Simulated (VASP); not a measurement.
# BaS (Fm-3m) in VASP: a series of runs, part 3 of 3

VASP 6.6.1. Earlier steps stand in the parts before.

**6. Band structure, LDA, spin-orbit coupling, no magnetisation**

INCAR

```
SYSTEM = BaS
ALGO = Fast
EDIFF = 1E-7
ENCUT = 520
GGA = CA
GGA_COMPAT = .FALSE.
ISIF = 2
ISMEAR = 0
KPAR = 2
LASPH = .TRUE.
LCHARG = .FALSE.
LORBIT = 11
LREAL = .FALSE.
LSORBIT = .TRUE.
LWAVE = .FALSE.
MAGMOM = 0 0 0 0 0 0
NBANDS = 28
NELM = 60
PREC = Accurate
SIGMA = 0.02
```

KPOINTS

```
k-points
0
G
  6 6 6
  0 0 0
```

POSCAR

```
BaS
1.0
    0.0000000000      3.1937500000      3.1937500000
    3.1937500000      0.0000000000      3.1937500000
    3.1937500000      3.1937500000      0.0000000000
Ba S
1 1
Direct
    0.0000000000      0.0000000000      0.0000000000
    0.5000000000      0.5000000000      0.5000000000
```

KPOINTS_OPT

```
path GXWKGLUWLK,UX
20
line-mode
reciprocal
 0.0000000000  0.0000000000  0.0000000000  G
 0.5000000000  0.0000000000  0.5000000000  X

 0.5000000000  0.0000000000  0.5000000000  X
 0.5000000000  0.2500000000  0.7500000000  W

 0.5000000000  0.2500000000  0.7500000000  W
 0.3750000000  0.3750000000  0.7500000000  K

 0.3750000000  0.3750000000  0.7500000000  K
 0.0000000000  0.0000000000  0.0000000000  G

 0.0000000000  0.0000000000  0.0000000000  G
 0.5000000000  0.5000000000  0.5000000000  L

 0.5000000000  0.5000000000  0.5000000000  L
 0.6250000000  0.2500000000  0.6250000000  U

 0.6250000000  0.2500000000  0.6250000000  U
 0.5000000000  0.2500000000  0.7500000000  W

 0.5000000000  0.2500000000  0.7500000000  W
 0.5000000000  0.5000000000  0.5000000000  L

 0.5000000000  0.5000000000  0.5000000000  L
 0.3750000000  0.3750000000  0.7500000000  K

 0.6250000000  0.2500000000  0.6250000000  U
 0.5000000000  0.0000000000  0.5000000000  X
```

Potentials or basis: VASP PAW LDA potentials, release 64 (Ba_sv, S).

The run is started by

```
$ cat potpaw_LDA.64/Ba_sv/POTCAR potpaw_LDA.64/S/POTCAR > POTCAR
$ mpirun -np 2 vasp_ncl > vasp.out
```

OUTCAR:

```text
SYSTEM = BaS
   EDIFF = 1E-7
   ENCUT = 520
   GGA = CA
   ISIF = 2
   ISMEAR = 0
   LASPH = .TRUE.
   LORBIT = 11
   LREAL = .FALSE.
   LSORBIT = .TRUE.
   NELM = 60
   PREC = Accurate

 ion  position               nearest neighbor table
   1  0.000  0.000  0.000-   2 3.19   2 3.19   2 3.19   2 3.19   2 3.19   2 3.19
   2  0.500  0.500  0.500-   1 3.19   1 3.19   1 3.19   1 3.19   1 3.19   1 3.19

  LATTYP: Found a face centered cubic cell.
 ALAT       =     6.3875000000

  Lattice vectors:

 A1 = (   0.0000000000,   3.1937500000,   3.1937500000)
 A2 = (   3.1937500000,   0.0000000000,   3.1937500000)
 A3 = (   3.1937500000,   3.1937500000,   0.0000000000)

Analysis of symmetry for initial positions (statically):
=====================================================================
 Subroutine PRICEL returns:
 Original cell was already a primitive cell.

 Routine SETGRP: Setting up the symmetry group for a
 face centered cubic supercell.

 Subroutine GETGRP returns: Found 48 space group operations
 (whereof 48 operations were pure point group operations)
 out of a pool of 48 trial point group operations.

The static configuration has the point symmetry O_h .

Analysis of symmetry for dynamics (positions and initial velocities):
[... 722 lines left out ...]
     0.0000000     0.0000000     0.0000000     0.0000000     0.0000000     0.0000000     0.0000000
     0.0000000     0.0000000     0.0000000     0.0000000     0.0000000     0.0000000     0.0000000
     0.0000000     0.0000000     0.0000000     0.0000000     0.0000000     0.0000000     0.0000000
     0.0000000     0.0000000     0.0000000     0.0000000     0.0000000     0.0000000     0.0000000

 Ion:    2  E_soc:     -0.0025807
 l=   1
     0.0000000    -0.0004301    -0.0004301
    -0.0004301     0.0000000    -0.0004301
    -0.0004301    -0.0004301     0.0000000
 l=   2
     0.0000000     0.0000000     0.0000000     0.0000000     0.0000000
     0.0000000     0.0000000     0.0000000     0.0000000     0.0000000
     0.0000000     0.0000000     0.0000000     0.0000000     0.0000000
     0.0000000     0.0000000     0.0000000     0.0000000     0.0000000
     0.0000000     0.0000000     0.0000000     0.0000000     0.0000000
 l=   3
     0.0000000     0.0000000     0.0000000     0.0000000     0.0000000     0.0000000     0.0000000
     0.0000000     0.0000000     0.0000000     0.0000000     0.0000000     0.0000000     0.0000000
     0.0000000     0.0000000     0.0000000     0.0000000     0.0000000     0.0000000     0.0000000
     0.0000000     0.0000000     0.0000000     0.0000000     0.0000000     0.0000000     0.0000000
     0.0000000     0.0000000     0.0000000     0.0000000     0.0000000     0.0000000     0.0000000
     0.0000000     0.0000000     0.0000000     0.0000000     0.0000000     0.0000000     0.0000000
     0.0000000     0.0000000     0.0000000     0.0000000     0.0000000     0.0000000     0.0000000

 total charge

# of ion       s       p       d       tot
------------------------------------------
    1        2.010   5.603   0.286   7.899
    2        1.322   2.406   0.000   3.728
--------------------------------------------------
tot          3.332   8.009   0.286  11.627

 magnetization (x)

# of ion       s       p       d       tot
------------------------------------------
    1       -0.000  -0.000   0.000  -0.000
    2        0.000  -0.000   0.000  -0.000
--------------------------------------------------
tot         -0.000  -0.000   0.000  -0.000

 magnetization (y)

# of ion       s       p       d       tot
------------------------------------------
    1       -0.000  -0.000   0.000  -0.000
    2        0.000  -0.000   0.000  -0.000
--------------------------------------------------
tot         -0.000  -0.000   0.000  -0.000

 magnetization (z)

# of ion       s       p       d       tot
------------------------------------------
    1        0.000   0.000   0.000   0.000
    2        0.000   0.000   0.000   0.000
--------------------------------------------------
tot          0.000   0.000   0.000   0.000
```

Run time: 3.8 min. Hardware: 2 MPI ranks of Intel Xeon Platinum 8488C (Sapphire Rapids), shared host; peak memory 0.34 GiB.

What came out:

| Quantity | Value |
| --- | --- |
| Free energy | -11.3646 eV |
| Pressure | -1.8 GPa |
| Valence electrons inside the program's atomic spheres | Ba 7.90; S 3.73 |

**7. The reference run**

An earlier run on the cell as given: functional PBEsol; potentials or basis VASP PAW PBE potentials, release 64 (Ba_sv, S); cutoff 520 eV; k mesh 7 × 7 × 7; occupations fermi-dirac, width 0.05 eV; no spin polarisation.

* Pressure: -0.5 GPa
* Band gap on the k mesh: 2.04 eV, indirect (least direct gap 2.19 eV)

**8. Overview**

```tsv
task	level	potentials or basis	spin	k mesh	cutoff (eV)	smearing	cutoff of the response function	frequency points	empty bands	GW scheme	GW iterations	mesh quality	gap on the mesh (eV)	pressure (GPa)
G0W0 quasiparticle levels	PBE	VASP PAW PBE potentials, release 64 (Ba_sv_GW, S_GW)	off	4 × 4 × 4	500	gaussian 0.01 eV	200	48	245	G0W0	1	coarse	-	-
band structure	AM05	VASP PAW PBE potentials, release 64 (Ba_sv, S)	off	7 × 7 × 7	520	fermi-dirac 0.05 eV	-	-	-	-	-	not flagged	2.14	-
G0W0 quasiparticle levels	LDA	VASP PAW LDA potentials, release 64 (Ba_sv_GW, S_GW)	off	5 × 5 × 5	500	gaussian 0.01 eV	120	48	194	G0W0	1	not flagged	-	-
band structure	PBE	VASP PAW PBE potentials, release 64 (Ba_sv, S)	SOC, no magnetisation	6 × 6 × 6	520	gaussian 0.02 eV	-	-	-	-	-	not flagged	-	1.4
band structure	LDA	VASP PAW LDA potentials, release 64 (Ba_sv, S)	SOC, no magnetisation	6 × 6 × 6	520	gaussian 0.02 eV	-	-	-	-	-	not flagged	-	-1.8
single point	PBEsol	VASP PAW PBE potentials, release 64 (Ba_sv, S)	off	7 × 7 × 7	520	fermi-dirac 0.05 eV	-	-	-	-	-	not flagged	2.04	-0.5
```

Alike in all rows: cell as given.

Caveats: some runs use coarse meshes; spin-orbit coupling is left out, which moves the levels of the heavy elements (some runs); bands, screening cutoff and mesh are small and nothing is extrapolated, so the quasiparticle values aren't converged (some runs); the PAW data sets were made with another functional, which shifts forces and pressure a little (some runs); an odd mesh through Γ misses points on the zone boundary, where band edges often lie (some runs).

Absolute energies hang on the potentials; compare differences alone.

**9. Against experiment**

Step 3. A measured gap of BaS is 3.806 eV (indirect; 2 K; a printed reference work, monograph, original work of 1988); the calculated 2.08 eV misses it by -1.73 eV. Spin-orbit coupling on Ba is left out. The value is that of AM05, without temperature or zero-point motion. Semilocal functionals fall short of measured gaps as a rule.

Step 4. The gap isn't set beside the deposited one, since this odd mesh misses points on the zone boundary.
